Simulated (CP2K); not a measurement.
Rh under changes of volume

One of the cells (13.671 Å³/atom); the others are scaled copies at fixed shape and fractional positions:

```
CELL_PARAMETERS angstrom
2.68397 0.00000 0.00000
1.34198 2.32438 0.00000
1.34198 0.77479 2.19145
ATOMIC_POSITIONS crystal
Rh 0.00000 0.00000 0.00000
```

```yaml
Program: CP2K 2026.2
Functional: PBEsol
Potentials_or_basis: POTENTIAL_UZH Rh GTH-PBE-q17; TZVP-MOLOPT-PBE-GTH basis
Density_cutoff: 6123 eV
k_mesh: 12 × 12 × 12
Occupations: fermi-dirac, width 0.05 eV
Spin: no spin polarisation
```

```csv
volume (Å³/atom),energy over the lowest point (meV/atom),pressure (GPa)
12.851,44.80,20.2
13.125,17.50,12.2
13.398,3.06,5.1
13.671,0.00,-1.2
13.945,7.01,-6.7
14.218,?,?
14.492,46.67,-15.9
```

Problem. What does the run at 14.218 Å³/atom give?

Solution. Energy over the lowest point 22.91 meV/atom; pressure -11.6 GPa.

Worked out: A Birch-Murnaghan fit of order 3 (a polynomial in V^(-2/3)) to the other rows has its minimum at 13.61 Å³/atom with B0 = V·E''(V) = 301 GPa and B' = 5.1. It gives 22.86 meV/atom at 14.218 Å³/atom, against the run's 22.91, and -dE/dV = -11.7 GPa, against -11.6.

Energies are extrapolated to zero smearing.

Caveats: the potentials were made for another functional, which shifts forces and pressure; the basis of atomic orbitals isn't converged, which shifts pressures, moduli and gaps.
